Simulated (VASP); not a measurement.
# BN (P6_3/mmc) in VASP: band structure with PBE+D3(BJ)

Aim: the band structure of BN with PBE+D3(BJ).

Everything below comes from runs of VASP 6.6.1. Logs are shortened: lines on timing, memory, paths and dates and some standing lists are left out, and cuts for length are marked.

### Step 1. Starting point

The structure is hexagonal, space group P6_3/mmc (No. 194). The conventional cell has a = 2.507 Å, b = 2.507 Å, c = 6.585 Å, α = 90.00°, β = 90.00°, γ = 120.00°. B (site symmetry -6m2) is surrounded by 3 N at 1.45 Å. N (site symmetry -6m2) is surrounded by 3 B at 1.45 Å.

### Step 2. Band structure, PBE+D3(BJ)

POSCAR reads:

```
BN                                      
1.0
    2.5068206821      0.0000000000      0.0000000000
   -1.2534103410      2.1709703886      0.0000000000
    0.0000000000      0.0000000000      6.5852161488
  B               N             
     2     2
Direct
     0.3333333300000021    0.6666666699999979    0.2500000000000000
     0.6666666699999979    0.3333333300000021    0.7500000000000000
     0.3333333300000021    0.6666666699999979    0.7500000000000000
     0.6666666699999979    0.3333333300000021    0.2500000000000000
```

INCAR.step1 reads:

```
SYSTEM = BN
  PREC = Accurate
  ENCUT = 520
  EDIFF = 1E-7
  ISMEAR = 0
  SIGMA = 1.0
  LREAL = .False.
  LASPH = .True.
  NELM = 80
  ALGO = Fast
  ISIF = 2
  LWAVE = .False.
  LCHARG = .True.
  GGA = PE
  IVDW = 12
```

KPOINTS.step1 reads:

```
regular mesh
0
Gamma
  15 15 6
  0 0 0
```

INCAR.step2 reads:

```
SYSTEM = BN
  PREC = Accurate
  ENCUT = 520
  EDIFF = 1E-7
  ISMEAR = 0
  SIGMA = 0.05
  LREAL = .False.
  LASPH = .True.
  NELM = 80
  ALGO = Fast
  ISIF = 2
  LWAVE = .False.
  LCHARG = .False.
  GGA = PE
  IVDW = 12
  ICHARG = 11
```

KPOINTS.step2 reads:

```
path GMKGALHA,LM,KH
20
line-mode
reciprocal
 0.0000000000  0.0000000000  0.0000000000  G
 0.5000000000  0.0000000000  0.0000000000  M

 0.5000000000  0.0000000000  0.0000000000  M
 0.3333333333  0.3333333333  0.0000000000  K

 0.3333333333  0.3333333333  0.0000000000  K
 0.0000000000  0.0000000000  0.0000000000  G

 0.0000000000  0.0000000000  0.0000000000  G
 0.0000000000  0.0000000000  0.5000000000  A

 0.0000000000  0.0000000000  0.5000000000  A
 0.5000000000  0.0000000000  0.5000000000  L

 0.5000000000  0.0000000000  0.5000000000  L
 0.3333333333  0.3333333333  0.5000000000  H

 0.3333333333  0.3333333333  0.5000000000  H
 0.0000000000  0.0000000000  0.5000000000  A

 0.5000000000  0.0000000000  0.5000000000  L
 0.5000000000  0.0000000000  0.0000000000  M

 0.3333333333  0.3333333333  0.0000000000  K
 0.3333333333  0.3333333333  0.5000000000  H
```

Potentials or basis: VASP PAW PBE potentials, release 64 (B, N).

On the command line:

```
$ cat potpaw_PBE.64/B/POTCAR potpaw_PBE.64/N/POTCAR > POTCAR
$ cp INCAR.step1 INCAR
$ cp KPOINTS.step1 KPOINTS
$ mpirun -np 1 vasp_std > vasp.out
$ cp INCAR.step2 INCAR
$ cp KPOINTS.step2 KPOINTS
$ mpirun -np 1 vasp_std > vasp.out
```

OUTCAR:

```text
SYSTEM = BN
   PREC = Accurate
   ENCUT = 520
   EDIFF = 1E-7
   ISMEAR = 0
   LREAL = .False.
   LASPH = .True.
   NELM = 80
   ISIF = 2
   GGA = PE
   IVDW = 12
   ICHARG = 11
 IVDW          = 12

 ion  position               nearest neighbor table
   1  0.333  0.667  0.250-   4 1.45   4 1.45   4 1.45
   2  0.667  0.333  0.750-   3 1.45   3 1.45   3 1.45
   3  0.333  0.667  0.750-   2 1.45   2 1.45   2 1.45
   4  0.667  0.333  0.250-   1 1.45   1 1.45   1 1.45

  LATTYP: Found a hexagonal cell.
 ALAT       =     2.5068206821
 C/A-ratio  =     2.6269195064

  Lattice vectors:

 A1 = (   2.5068206821,   0.0000000000,   0.0000000000)
 A2 = (  -1.2534103410,   2.1709703886,   0.0000000000)
 A3 = (   0.0000000000,   0.0000000000,   6.5852161488)

Analysis of symmetry for initial positions (statically):
=====================================================================
 Subroutine PRICEL returns:
 Original cell was already a primitive cell.

 Routine SETGRP: Setting up the symmetry group for a
 hexagonal supercell.

 Subroutine GETGRP returns: Found 24 space group operations
 (whereof 12 operations were pure point group operations)
 out of a pool of 24 trial point group operations.

The static configuration has the point symmetry D_3d.
 The point group associated with its full space group is D_6h.

Analysis of symmetry for dynamics (positions and initial velocities):
=====================================================================
 Subroutine PRICEL returns:
 Original cell was already a primitive cell.

 Routine SETGRP: Setting up the symmetry group for a
 hexagonal supercell.

 Subroutine GETGRP returns: Found 24 space group operations
 (whereof 12 operations were pure point group operations)
 out of a pool of 24 trial point group operations.

The dynamic configuration has the point symmetry D_3d.
 The point group associated with its full space group is D_6h.

 Subroutine INISYM returns: Found 24 space group operations
 (whereof 12 operations are pure point group operations),
 and found     1 'primitive' translations

----------------------------------------------------------------------------------------

                                     Primitive cell

  volume of cell :      35.8383

  direct lattice vectors                    reciprocal lattice vectors
     2.506820682  0.000000000  0.000000000     0.398911660  0.230311755  0.000000000
    -1.253410341  2.170970389  0.000000000     0.000000000  0.460623510  0.000000000
     0.000000000  0.000000000  6.585216149     0.000000000  0.000000000  0.151855304
[... 97 lines left out ...]
   EFERMI_NEDOS =   21; number of points for ismear=-14 and -15
   IALGO  =     68    algorithm
   IMIX   =      4    mixing-type and parameters
     AMIX     =   0.40;   BMIX     =  1.00
     AMIX_MAG =   1.60;   BMIX_MAG =  1.00
  volume/ion in A,a.u.               =       8.96        60.46
  Fermi-wavevector in a.u.,A,eV,Ry     =   1.251216  2.364456 21.300498  1.565542
  Thomas-Fermi vector in A             =   2.385174
   LORBIT       =      0    0 simple, 1 ext, 2 COOP (PROOUT), +10 PAW based schemes
   GGA     = PE    functional components
   LHFCALC =     F    Hartree Fock is set to
   AEXX    =    0.0000 exact exchange contribution
   IVDW    =    12    specifies the selected vdW correction
   LEPSILON=     F    determine dielectric tensor
   LRPA    =     F    only Hartree local field effects (RPA)
 non-spin polarized calculation
 RMM-DIIS sequential band-by-band and
 Gauss-broadening in eV      SIGMA  =   0.05
  energy-cutoff  :      520.00
  volume of cell :       35.84
 maximum number of plane-waves:       985
 NGX is ok and might be reduce to    20

 number of electron      15.9999997 magnetization

 Free energy of the ion-electron system (eV)
  ---------------------------------------------------
  ext. energy  EPLUGINS =         0.00000000
  ---------------------------------------------------
  free energy    TOTEN  =       -33.17158886 eV

  energy without entropy =      -33.17158886  energy(sigma->0) =      -33.17158886

 E-fermi :   2.5864     XC(G=0): -10.1182

 val. band max:        2.3721588766   @ k =   0.2982   0.2982   0.0000
 cond. band min:       6.5849977567   @ k =   0.5000   0.0000   0.0000
 fundamental gap:      4.2128388800
 Fermi energy:         2.5864226830

 k-point     1 :       0.0000    0.0000    0.0000
  band No.  band energies     occupation
      1     -15.4617      2.00000
      2     -15.1477      2.00000
      3      -3.9079      2.00000
      4      -1.6928      2.00000
      5       0.9911      2.00000
      6       0.9911      2.00000
      7       1.0318      2.00000
      8       1.0318      2.00000
      9       7.6400      0.00000
     10      12.7282      0.00000
     11      13.8467      0.00000
     12      13.9151      0.00000
[... 331 lines left out ...]
 k-point    24 :       0.4737    0.0526    0.0000
  band No.  band energies     occupation
      1     -12.2386      2.00000
      2     -12.1625      2.00000
      3      -6.5321      2.00000
      4      -6.4613      2.00000
      5      -1.9758      2.00000
      6      -1.9029      2.00000
      7       0.9070      2.00000
      8       1.9495      2.00000
      9       6.6135      0.00000
     10       7.9873      0.00000
     11      12.0494      0.00000
     12      12.4805      0.00000

 [... further k-points ...]

------------------------ aborting loop because EDIFF is reached ----------------------------------------

 Edisp (eV)   -0.56906

 E8    (eV) :    -0.1668

  FORCE on cell =-STRESS in cart. coord.  units (eV):
  Direction    XX          YY          ZZ          XY          YZ          ZX
  --------------------------------------------------------------------------------------
  -------------------------------------------------------------------------------------
  Total       5.36692     5.36692     3.58109     0.00000     0.00000     0.00000
  in kB     239.93232   239.93232   160.09547     0.00000     0.00000     0.00000
  external pressure =      213.32 kB  Pullay stress =        0.00 kB

 VOLUME and BASIS-vectors are now :
 -----------------------------------------------------------------------------
  energy-cutoff  :      520.00
  volume of cell :       35.84
      direct lattice vectors                 reciprocal lattice vectors
     2.506820682  0.000000000  0.000000000     0.398911660  0.230311755  0.000000000
    -1.253410341  2.170970389  0.000000000     0.000000000  0.460623510  0.000000000
     0.000000000  0.000000000  6.585216149     0.000000000  0.000000000  0.151855304

 POSITION                                       TOTAL-FORCE (eV/Angst)
 -----------------------------------------------------------------------------------
     -0.00000      1.44731      1.64630        -0.000000      0.000000      0.000000
      1.25341      0.72366      4.93891        -0.000000     -0.000000      0.000000
     -0.00000      1.44731      4.93891         0.000000      0.000000      0.000000
      1.25341      0.72366      1.64630         0.000000     -0.000000      0.000000
 -----------------------------------------------------------------------------------
    total drift:                               -0.000002      0.000001      0.000000

  FREE ENERGIE OF THE ION-ELECTRON SYSTEM (eV)
  ---------------------------------------------------
  free  energy   TOTEN  =       -33.7406500458 eV

  energy  without entropy=      -33.7406500458  energy(sigma->0) =      -33.74065005
```

OUTCAR.step1:

```text
SYSTEM = BN
   PREC = Accurate
   ENCUT = 520
   EDIFF = 1E-7
   ISMEAR = 0
   LREAL = .False.
   LASPH = .True.
   NELM = 80
[... 599 lines left out ...]
      1.25341      0.72366      4.93891        -0.000000     -0.000000      0.000000
     -0.00000      1.44731      4.93891        -0.000000      0.000000      0.000000
      1.25341      0.72366      1.64630         0.000000      0.000000      0.000000
 -----------------------------------------------------------------------------------
    total drift:                               -0.000002      0.000001      0.000000

  FREE ENERGIE OF THE ION-ELECTRON SYSTEM (eV)
  ---------------------------------------------------
  free  energy   TOTEN  =       -35.7176939811 eV

  energy  without entropy=      -35.7167380122  energy(sigma->0) =      -35.71721600
```

OSZICAR.step1:

```text
N       E                     dE             d eps       ncg     rms          rms(c)
DAV:   1     0.654600265791E+02    0.65460E+02   -0.83606E+03  2592   0.123E+03
DAV:   2    -0.343285302773E+02   -0.99789E+02   -0.90449E+02  3856   0.263E+02
DAV:   3    -0.386295744439E+02   -0.43010E+01   -0.42734E+01  3304   0.578E+01
DAV:   4    -0.386727413649E+02   -0.43167E-01   -0.43143E-01  3212   0.635E+00
DAV:   5    -0.386733763755E+02   -0.63501E-03   -0.63494E-03  3304   0.752E-01    0.112E+01
RMM:   6    -0.354343730403E+02    0.32390E+01   -0.70103E+00  2713   0.204E+01    0.508E+00
RMM:   7    -0.352291240965E+02    0.20525E+00   -0.18785E+00  2785   0.114E+01    0.310E+00
RMM:   8    -0.351775959240E+02    0.51528E-01   -0.37102E-01  2898   0.499E+00    0.958E-01
RMM:   9    -0.351476010204E+02    0.29995E-01   -0.62617E-02  3004   0.255E+00    0.206E-01
RMM:  10    -0.351502397598E+02   -0.26387E-02   -0.31297E-02  3105   0.134E+00    0.271E-01
RMM:  11    -0.351487475302E+02    0.14922E-02   -0.29450E-03  3141   0.623E-01    0.107E-01
RMM:  12    -0.351486169824E+02    0.13055E-03   -0.14422E-03  3186   0.307E-01    0.860E-03
RMM:  13    -0.351486317942E+02   -0.14812E-04   -0.11350E-04  3251   0.128E-01    0.947E-03
RMM:  14    -0.351486335424E+02   -0.17482E-05   -0.16559E-05  3264   0.369E-02    0.818E-03
RMM:  15    -0.351486328760E+02    0.66641E-06   -0.26708E-06  3158   0.173E-02    0.256E-03
RMM:  16    -0.351486328418E+02    0.34157E-07   -0.16763E-06  3200   0.105E-02    0.120E-03
RMM:  17    -0.351486327994E+02    0.42398E-07   -0.14659E-07  2339   0.433E-03
   1 F= -.35717694E+02 E0= -.35717216E+02  d E =-.955969E-03
```

Wall time 73 s (1 thread of Intel Xeon Platinum 8488C (Sapphire Rapids), shared host); peak memory 0.2 GiB.

What came out:

- Band gap on the k mesh: 4.27 eV, indirect (least direct gap 4.63 eV)
- Band gap along the path: 4.21 eV, indirect (least direct gap 4.63 eV)
- Dispersion energy per atom: -0.142 eV

Levels at the corners of the path, in eV from the valence-band top:
| point | band 5 | band 6 | band 7 | band 8 | band 9 | band 10 | band 11 | band 12 |
| --- | --- | --- | --- | --- | --- | --- | --- | --- |
| Γ | -1.38 | -1.38 | -1.34 | -1.34 | 5.27 | 10.36 | 11.47 | 11.54 |
| M | -4.19 | -4.11 | -1.51 | -0.45 | 4.21 | 5.63 | 9.47 | 9.87 |
| M | -4.19 | -4.11 | -1.51 | -0.45 | 4.21 | 5.63 | 9.47 | 9.87 |
| K | -7.18 | -7.18 | -0.14 | -0.14 | 4.82 | 4.82 | 10.70 | 13.16 |
| K | -7.18 | -7.18 | -0.14 | -0.14 | 4.82 | 4.82 | 10.70 | 13.16 |
| Γ | -1.38 | -1.38 | -1.34 | -1.34 | 5.27 | 10.36 | 11.48 | 11.58 |
| Γ | -1.38 | -1.38 | -1.34 | -1.34 | 5.27 | 10.36 | 11.49 | 11.51 |
| A | -1.36 | -1.36 | -1.36 | -1.36 | 7.68 | 7.68 | 11.54 | 11.54 |
| A | -1.36 | -1.36 | -1.36 | -1.36 | 7.68 | 7.68 | 11.54 | 11.54 |
| L | -4.15 | -4.15 | -0.96 | -0.96 | 4.68 | 4.68 | 9.85 | 9.85 |
| L | -4.15 | -4.15 | -0.96 | -0.96 | 4.68 | 4.68 | 9.85 | 9.85 |
| H | -7.19 | -7.19 | -0.05 | -0.05 | 4.59 | 4.59 | 11.95 | 11.95 |
| H | -7.19 | -7.19 | -0.05 | -0.05 | 4.59 | 4.59 | 11.95 | 11.95 |
| A | -1.36 | -1.36 | -1.36 | -1.36 | 7.68 | 7.68 | 11.54 | 11.54 |
| L | -4.15 | -4.15 | -0.96 | -0.96 | 4.68 | 4.68 | 9.85 | 9.85 |
| M | -4.19 | -4.11 | -1.51 | -0.45 | 4.21 | 5.63 | 9.47 | 9.87 |
| K | -7.18 | -7.18 | -0.14 | -0.14 | 4.82 | 4.82 | 10.70 | 13.16 |
| H | -7.19 | -7.19 | -0.05 | -0.05 | 4.59 | 4.59 | 11.95 | 11.95 |

Caveat: the log is that of the step along the path at fixed density, whose energy, stress, charges and moments have no meaning.
